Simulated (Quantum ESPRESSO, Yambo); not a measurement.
# PbSe (Clausthalite): changed settings of a GW run in Yambo

What do changed inputs do to GW on PbSe (Clausthalite)?

Program: Yambo 5.3.0. Level of theory: PBE and many-body steps on it, plane waves. Results are calculated unless marked as measured.

**1. Starting point**

The structure is cubic, space group Fm-3m (No. 225). The conventional cell has a = 6.121 Å, b = 6.121 Å, c = 6.121 Å, α = 90.00°, β = 90.00°, γ = 90.00°. Nearest to Pb lie 6 Se at 3.06 Å. Se has 6 Pb at 3.06 Å nearest. Farther neighbours and most contacts between anions are not listed.

Structure file:

```cif
data_structure
_symmetry_space_group_name_H-M 'P 1'
_symmetry_Int_Tables_number 1
_cell_length_a 4.3284
_cell_length_b 4.3284
_cell_length_c 4.3284
_cell_angle_alpha 60.000
_cell_angle_beta 60.000
_cell_angle_gamma 60.000
_cell_volume 57.34
loop_
_atom_site_label
_atom_site_type_symbol
_atom_site_fract_x
_atom_site_fract_y
_atom_site_fract_z
_atom_site_occupancy
Pb1 Pb 0.00000 0.00000 0.00000 1
Se2 Se 0.50000 0.50000 0.50000 1
```

The cell and positions come from the Crystallography Open Database and are kept as given unless a step says otherwise. Spin-orbit coupling is left out unless a step names it.

**2. Base**

This step: Yambo 5.3.0; G0W0 on PBE, plane waves, norm-conserving pseudopotentials.

G0W0 replaces the xc potential by the self-energy, built once from these orbitals. Only a window of levels is corrected, while the sums run over the empty bands that the input names.

Contents of gw2.in:

```
HF_and_locXC
gw0
dyson
ppa
em1d
rim_cut
RandQpts= 1000000
RandGvec= 1 RL
EXXRLvcs= 104 Ry
VXCRLvcs= 416 Ry
Chimod= "HARTREE"
% BndsRnXp
 1 | 173 |
%
NGsBlkXp= 15.5 Ry
% LongDrXp
 1 | 1 | 1 |
%
% GbndRnge
 1 | 173 |
%
DysSolver= "n"
ExtendOut
PPAPntXp= 27.21138 eV
% QPkrange
 3 | 3 | 22 | 25 |
 1 | 1 | 22 | 25 |
%
```

Launch:

```
$ OMP_NUM_THREADS=1 mpirun -n 8 yambo -F gw2.in -J gw2 -C gw2 > gw2.log
```

Output:

```text
 Yambo, version 5.3.0

 [02] CORE Variables Setup
 =========================

  [... cell, symmetries and grids as in the set-up ...]

  [02.05] Energies & Occupations
  ==============================

  [X] === General ===
  [X] Electronic Temperature                        :  0.000000  0.000000 [eV K]
  [X] Bosonic    Temperature                        :  0.000000  0.000000 [eV K]
  [X] Finite Temperature mode                       : no
  [X] El. density                                   :  0.80221E+24 [cm-3]
  [X] Fermi Level                                   :  10.89615 [eV]

  [X] === Gaps and Widths ===
  [X] Conduction Band Min                           :  0.297510 [eV]
  [X] Valence Band Max                              :  0.000000 [eV]
  [X] Filled Bands                                  :  23
  [X] Empty Bands                                   :    24   391
  [X] Direct Gap                                    :  0.297510 [eV]
  [X] Direct Gap localized at k                     :  3
  [X] Indirect Gap                                  :  0.297510 [eV]
  [X] Indirect Gap between kpts                     :  3  3
  [X] Last valence band width                       :  3.231584 [eV]
  [X] 1st conduction band width                     :  4.417137 [eV]

 [03] Transferred momenta grid and indexing
 ==========================================

 IBZ Q-points                                      :   8
 BZ  Q-points                                      :   64

 K/Q-points units:
 rlu = crystal or reduced units; cc = cartesian coordinates; iku = interal k-units

 Q [1]          [rlu]:  0.000000  0.000000  0.000000
 Q [2]          [rlu]: -0.51579E-17 -0.51579E-17  0.25000
 Q [3]          [rlu]:  0.10316E-16  0.10316E-16 -0.50000
 Q [4]          [rlu]:  0.93036E-17  0.25000      0.25000
 Q [5]          [rlu]:  0.22598E-16  0.25000      0.50000
 Q [6]          [rlu]:  0.10316E-16  0.25000     -0.25000
 Q [7]          [rlu]: -0.18607E-16 -0.50000     -0.50000
 Q [8]          [rlu]:  0.250000 -0.500000 -0.250000

 [04] Coloumb potential Random Integration (RIM)
 ===============================================

  [04.01] RIM initialization
  ==========================

  * Diagonal components only detected *

  8 x (sBL volume)        :  0.080128 [a.u.]
  sBZ random points       :  1000000
  Points outside the sBZ  :   7987327
  RL volume               :  0.641021 [a.u.]
  Integrated volume       :  0.642038 [a.u.]

  [04.02] RIM integrals
  =====================

  Gamma point sphere radius             :  0.078201 [a.u.]
  Points outside the sphere             :   799513
  [Int_sBZ(q=0) 1/q^2]*(Vol_sBZ)^(-1/3) =:  7.764325
                                 should be <:  7.795600

  Summary of Coulomb integrals for non-metallic bands |Q|[au] RIM/Bare

  Q [1] 0.100000E-4 0.995988 * Q [2] 0.235200 1.066323
  Q [4] 0.271586 1.065367 * Q [6] 0.384081 1.027419
  Q [5] 0.450374 1.020609 * Q [3] 0.470401 1.018019
  Q [7] 0.543172 1.014680 * Q [8] 0.607285 1.011727

 [05] Dipoles
 ============

  [05.01] Setup: observables and procedures
  =========================================

 [06] Dynamic Dielectric Matrix (PPA)
 ====================================

 [SLK-Inversion]  Pools        :  2
 [SLK-Inversion]  BLACS grid   :  2  2

 [WR./gw2//ndb.pp]---------------------------------------------------------------
  Brillouin Zone Q/K grids (IBZ/BZ)                :    8   64    8   64
  RL vectors                                       :   8099 [WF]
  Coulomb cutoff potential                         : none
  Electronic Temperature                           :  0.000000 [K]
  Bosonic    Temperature                           :  0.000000 [K]
  PPA    diel. fun.  energies                      : Perdew, Burke & Ernzerhof(X)+Perdew, Burke & Ernzerhof(C)
  wavefunctions                                    : Perdew, Burke & Ernzerhof(X)+Perdew, Burke & Ernzerhof(C)
  Global Gauge                                     : length
  X matrix size                                    :   459
  X band range                                     :    1  173
  X e/h energy range                               : -1.000000 -1.000000 [eV]
  X Time ordering                                  : R
  X Hxc Kernel                                     : HARTREE
  X Drude frequency                                :  0.000000  0.000000
  X poles                                          :  100.0000 [o/o]
  RL vectors in the sum                            :   8099
  [r,Vnl] included                                 : yes
  Field direction                                  :  0.577350E-5  0.577350E-5  0.577350E-5
  BZ energy Double Grid                            : no
  BZ energy DbGd points                            : 0
  BZ Q point size factor                           : -1.000000
  X Optical Averaged directions                    : none

 [07] Local Exchange-Correlation + Non-Local Fock
 ================================================

 [VXC] Plane waves :   55369
 [EXS] Plane waves :   6975

 QP @ state[ 1 ] K range:  1  1
 QP @ state[ 1 ] b range:  22  25
 QP @ state[ 2 ] K range:  3  3
 QP @ state[ 2 ] b range:  22  25

 [xc] Functional : Perdew, Burke & Ernzerhof(X)+Perdew, Burke & Ernzerhof(C)
 [xc] LIBXC used to calculate xc functional
  PP Number of Atomic Species                      :  2
  NLCC RL compoments                               :   55369
  PP Number of Atomic Species                      :  2
  NLCC RL compoments                               :   55369

 [xc] E_xc :  -41.15684 [Ha]
      E_xc :  -82.31367 [Ry]

  Local XC kind (lXC) : Perdew, Burke & Ernzerhof(X)+Perdew, Burke & Ernzerhof(C)
  Non-Local XC kind (nlXC) : Hartree-Fock

  Corrections @ K [1] :  [eV]
 <22|nlXC|22> = -15.88479  0.60946E-18 <22|lXC|22> = -13.40212 -0.18882E-15
 <23|nlXC|23> = -15.88490 -0.10745E-16 <23|lXC|23> = -13.40212 -0.25266E-20
 <24|nlXC|24> = -7.263896 -0.16604E-17 <24|lXC|24> = -12.07267  0.37764E-15
 <25|nlXC|25> = -7.264127  0.89394E-18 <25|lXC|25> = -12.07267 -0.70806E-16

  Corrections @ K [3] :  [eV]
 <22|nlXC|22> = -16.19089  0.68627E-17 <22|lXC|22> = -13.87785  0.59005E-16
 <23|nlXC|23> = -15.40188  0.11058E-17 <23|lXC|23> = -14.43830 -0.25338E-15
 <24|nlXC|24> = -7.331937 -0.61497E-17 <24|lXC|24> = -10.42884  0.47209E-16
 <25|nlXC|25> = -7.403920  0.66311E-17 <25|lXC|25> = -10.87734  0.47109E-16

 [08] Dyson equation: Newton solver
 ==================================

  [08.01] G0W0 (W PPA)
  ====================

  [  GW  ] Bands range     :    1  173
  [GW/PPA] G damping       :  0.100000 [eV]

  QP @ state[ 1 ] K range:  1  1
  QP @ state[ 1 ] b range:  22  25
  QP @ state[ 2 ] K range:  3  3
  QP @ state[ 2 ] b range:  22  25

   Sc/G bands                                       :    1  173
   Sc/G damping                                     :  0.100000 ev
   Sc bands terminator                              : no
   Sx RL components                                 :   6975

   QP @ state[ 1 ] K range                          :  1  1
   QP @ state[ 1 ] b range                          :  22  25
   QP @ state[ 2 ] K range                          :  3  3
   QP @ state[ 2 ] b range                          :  22  25
   GF energies kind                                 : Perdew, Burke & Ernzerhof(X)+Perdew, Burke & Ernzerhof(C)
   GF WF`s kind                                     : Perdew, Burke & Ernzerhof(X)+Perdew, Burke & Ernzerhof(C)
   Xs energies kind                                 : Perdew, Burke & Ernzerhof(X)+Perdew, Burke & Ernzerhof(C)
   Xs WF`s kind                                     : Perdew, Burke & Ernzerhof(X)+Perdew, Burke & Ernzerhof(C)

 [11] Game Over & Game summary
```

Run time: 4.9 min. Hardware: 8 MPI ranks of Arm Neoverse V2, shared host; peak memory 4.9 GiB; 39 min of CPU time.

Numbers from this step:

* G0W0 gap on the points computed: 0.3804 eV
* starting gap on the mesh: 0.2975 eV
* k of the valence top: 0, 0, -0.5
* k of the conduction bottom: 0, 0, -0.5
* least direct G0W0 gap on the computed points: 0.3804 eV
* Z at the valence top: 0.7942
* Z at the conduction bottom: 0.8088

The gap on the mesh goes from 0.30 eV to 0.38 eV, a correction of +0.08 eV.

**3. Field direction**

gw6.in, as its differences from gw2.in of step 2:

```diff
@@ -16,3 +16,3 @@
 % LongDrXp
- 1 | 1 | 1 |
+ 1 | 0 | 0 |
 %
```

Launch:

```
$ OMP_NUM_THREADS=1 mpirun -n 8 yambo -F gw6.in -J gw6 -C gw6 > gw6.log
```

Output:

```text
 Yambo, version 5.3.0

 [02] CORE Variables Setup
 =========================

  [... cell, symmetries and grids as in the set-up ...]

  [02.05] Energies & Occupations
  ==============================

  [X] === General ===
  [X] Electronic Temperature                        :  0.000000  0.000000 [eV K]
  [X] Bosonic    Temperature                        :  0.000000  0.000000 [eV K]
  [X] Finite Temperature mode                       : no
  [X] El. density                                   :  0.80221E+24 [cm-3]
  [X] Fermi Level                                   :  10.89615 [eV]

  [X] === Gaps and Widths ===
  [X] Conduction Band Min                           :  0.297510 [eV]
  [X] Valence Band Max                              :  0.000000 [eV]
  [X] Filled Bands                                  :  23
  [X] Empty Bands                                   :    24   391
  [X] Direct Gap                                    :  0.297510 [eV]
  [X] Direct Gap localized at k                     :  3
  [X] Indirect Gap                                  :  0.297510 [eV]
  [X] Indirect Gap between kpts                     :  3  3
  [X] Last valence band width                       :  3.231584 [eV]
  [X] 1st conduction band width                     :  4.417137 [eV]

 [03] Transferred momenta grid and indexing
 ==========================================

 IBZ Q-points                                      :   8
 BZ  Q-points                                      :   64

 K/Q-points units:
 rlu = crystal or reduced units; cc = cartesian coordinates; iku = interal k-units

 Q [1]          [rlu]:  0.000000  0.000000  0.000000
 Q [2]          [rlu]: -0.51579E-17 -0.51579E-17  0.25000
 Q [3]          [rlu]:  0.10316E-16  0.10316E-16 -0.50000
[...]
NLCC RL compoments                               :   55369
  PP Number of Atomic Species                      :  2
  NLCC RL compoments                               :   55369

 [xc] E_xc :  -41.15684 [Ha]
      E_xc :  -82.31367 [Ry]

  Local XC kind (lXC) : Perdew, Burke & Ernzerhof(X)+Perdew, Burke & Ernzerhof(C)
  Non-Local XC kind (nlXC) : Hartree-Fock

  Corrections @ K [1] :  [eV]
 <22|nlXC|22> = -15.88479  0.60946E-18 <22|lXC|22> = -13.40212 -0.18882E-15
 <23|nlXC|23> = -15.88490 -0.10745E-16 <23|lXC|23> = -13.40212 -0.25266E-20
 <24|nlXC|24> = -7.263896 -0.16604E-17 <24|lXC|24> = -12.07267  0.37764E-15
[...]
Corrections @ K [3] :  [eV]
[...]
<24|nlXC|24> = -7.331937 -0.61497E-17 <24|lXC|24> = -10.42884  0.47209E-16
 <25|nlXC|25> = -7.403920  0.66311E-17 <25|lXC|25> = -10.87734  0.47109E-16

 [08] Dyson equation: Newton solver
 ==================================

  [08.01] G0W0 (W PPA)
  ====================

  [  GW  ] Bands range     :    1  173
  [GW/PPA] G damping       :  0.100000 [eV]

  QP @ state[ 1 ] K range:  1  1
  QP @ state[ 1 ] b range:  22  25
  QP @ state[ 2 ] K range:  3  3
  QP @ state[ 2 ] b range:  22  25

   Sc/G bands                                       :    1  173
   Sc/G damping                                     :  0.100000 ev
   Sc bands terminator                              : no
   Sx RL components                                 :   6975

   QP @ state[ 1 ] K range                          :  1  1
   QP @ state[ 1 ] b range                          :  22  25
   QP @ state[ 2 ] K range                          :  3  3
   QP @ state[ 2 ] b range                          :  22  25
   GF energies kind                                 : Perdew, Burke & Ernzerhof(X)+Perdew, Burke & Ernzerhof(C)
   GF WF`s kind                                     : Perdew, Burke & Ernzerhof(X)+Perdew, Burke & Ernzerhof(C)
   Xs energies kind                                 : Perdew, Burke & Ernzerhof(X)+Perdew, Burke & Ernzerhof(C)
   Xs WF`s kind                                     : Perdew, Burke & Ernzerhof(X)+Perdew, Burke & Ernzerhof(C)

 [11] Game Over & Game summary
```

Elapsed: 5.2 min, on 8 MPI ranks; peak memory 4.9 GiB.

This step gave:

```yaml
g0w0_gap_on_the_points_computed: 0.3804 eV
starting_gap_on_the_mesh: 0.2975 eV
k_of_the_valence_top: 0, 0, -0.5
k_of_the_conduction_bottom: 0, 0, -0.5
least_direct_g0w0_gap_on_the_computed_points: 0.3804 eV
z_at_the_valence_top: 0.7942
z_at_the_conduction_bottom: 0.8088
```

Against G0W0 in Yambo (4×4×4 mesh, 173 bands, screening to 210.9 eV, Godby-Needs plasmon pole), the gap moves by +0.000 eV.

**4. A database that isn't there**

gw8.in, as its differences from gw6.in of step 3:

```diff
@@ -16,3 +16,3 @@
 % LongDrXp
- 1 | 0 | 0 |
+ 1 | 1 | 1 |
 %
@@ -28 +28,2 @@
 %
+GfnQPdb= "E < ./none/ndb.QP"
```

Launch:

```
$ OMP_NUM_THREADS=1 mpirun -n 8 yambo -F gw8.in -J gw8,gw2_W -C gw8 > gw8.log
```

Output:

```text
 Yambo, version 5.3.0

 [02] CORE Variables Setup
 =========================

  [... cell, symmetries and grids as in the set-up ...]

  [02.05] Energies & Occupations
  ==============================

  [X] === General ===
  [X] Electronic Temperature                        :  0.000000  0.000000 [eV K]
  [X] Bosonic    Temperature                        :  0.000000  0.000000 [eV K]
  [X] Finite Temperature mode                       : no
  [X] El. density                                   :  0.80221E+24 [cm-3]
  [X] Fermi Level                                   :  10.89615 [eV]

  [X] === Gaps and Widths ===
  [X] Conduction Band Min                           :  0.297510 [eV]
  [X] Valence Band Max                              :  0.000000 [eV]
  [X] Filled Bands                                  :  23
  [X] Empty Bands                                   :    24   391
  [X] Direct Gap                                    :  0.297510 [eV]
  [X] Direct Gap localized at k                     :  3
  [X] Indirect Gap                                  :  0.297510 [eV]
  [X] Indirect Gap between kpts                     :  3  3
  [X] Last valence band width                       :  3.231584 [eV]
  [X] 1st conduction band width                     :  4.417137 [eV]

 [03] Transferred momenta grid and indexing
 ==========================================

 IBZ Q-points                                      :   8
 BZ  Q-points                                      :   64

 K/Q-points units:
 rlu = crystal or reduced units; cc = cartesian coordinates; iku = interal k-units

 Q [1]          [rlu]:  0.000000  0.000000  0.000000
 Q [2]          [rlu]: -0.51579E-17 -0.51579E-17  0.25000
 Q [3]          [rlu]:  0.10316E-16  0.10316E-16 -0.50000
[...]
Q [7]          [rlu]: -0.18607E-16 -0.50000     -0.50000
 Q [8]          [rlu]:  0.250000 -0.500000 -0.250000

 [04] Coloumb potential Random Integration (RIM)
 ===============================================

 Summary of Coulomb integrals for non-metallic bands |Q|[au] RIM/Bare

 Q [1] 0.100000E-4 0.995988 * Q [2] 0.235200 1.066323
 Q [4] 0.271586 1.065367 * Q [6] 0.384081 1.027419
 Q [5] 0.450374 1.020609 * Q [3] 0.470401 1.018019
 Q [7] 0.543172 1.014680 * Q [8] 0.607285 1.011727

 [05] External/Internal QP corrections
 =====================================

 [06] Dipoles
 ============

  [06.01] Setup: observables and procedures
  =========================================

 [07] Dynamic Dielectric Matrix (PPA)
 ====================================

   Sc/G bands                                       :    1  173
   Sc/G damping                                     :  0.100000 ev
   Sc bands terminator                              : no
   Sx RL components                                 :   6975

   QP @ state[ 1 ] K range                          :  1  1
   QP @ state[ 1 ] b range                          :  22  25
   QP @ state[ 2 ] K range                          :  3  3
   QP @ state[ 2 ] b range                          :  22  25
   GF energies kind                                 : Perdew, Burke & Ernzerhof(X)+Perdew, Burke & Ernzerhof(C)
   GF WF`s kind                                     : Perdew, Burke & Ernzerhof(X)+Perdew, Burke & Ernzerhof(C)
   Xs energies kind                                 : Perdew, Burke & Ernzerhof(X)+Perdew, Burke & Ernzerhof(C)
   Xs WF`s kind                                     : Perdew, Burke & Ernzerhof(X)+Perdew, Burke & Ernzerhof(C)

 [12] Game Over & Game summary
```

It took 94 s on 8 MPI ranks; peak memory 4.7 GiB.

The run ended normally, though the input holds a fault or crude settings.

The fault put into this input: a database that isn't there. It printed a gap of 0.38 eV, the value of the sound run: the program fell back on what its files hold, so an unchanged gap is no proof of convergence.

**5. Side by side**

Times are wall times on 8 MPI ranks of Arm Neoverse V2, shared host, good to a factor of about two.

```tsv
run	mesh	bands	screening cutoff (eV)	DFT gap (eV)	gap on the mesh (eV)	direct (eV)	time
base	4×4×4	173	210.9	0.298	0.380	0.380	4.9 min
field direction	4×4×4	173	210.9	0.298	0.380	0.380	5.2 min
```

**6. Summary of results**

```yaml
base: 0.380 eV
field_direction: 0.380 eV
known_limits: not at the basis limit; model gap, bands may invert with spin-orbit coupling; no spin-orbit coupling; coarse k mesh
```

**Reading.** Field direction: no change against base (keys changed: LongDrXp). Bands and cutoff are finite, so the gap is not at the basis limit. The miss can reach some tenths of an eV and take either sign; the mesh is an error of its own. In the G0W0 runs levels were corrected at 2 k points alone, so a gap called «on the mesh» is the least over those, and an edge elsewhere would be missed. The 4×4×4 mesh is coarse for this cell, which bears on the long-range parts of exchange and screening. Where an edge is built on 6p states of lead, bismuth or thallium, scalar-relativistic gaps usually stand too wide, by a few tenths to over one eV. With atoms this heavy and so narrow a gap, spin-orbit coupling can invert the bands. These scalar-relativistic gaps are then model values, not to be set against experiment, and a spin-orbit change taken from DFT can't simply be added.

[Paths, hosts, dates, memory and timing lines, banners, echoed tables and standing remarks are left out of the program output.]

[Logs are printed without paths, hosts, clocks, repeated set-up lines and the standing remarks that a program may print on its own settings, such as how far it seeks lower states.]

[Runs of the session that timed out or met a known fault of the program may be left out.]

[Hosts, paths, dates, database ids (printed as entryN), source tags and the programs' standing remarks are cut or masked in the printed files.]
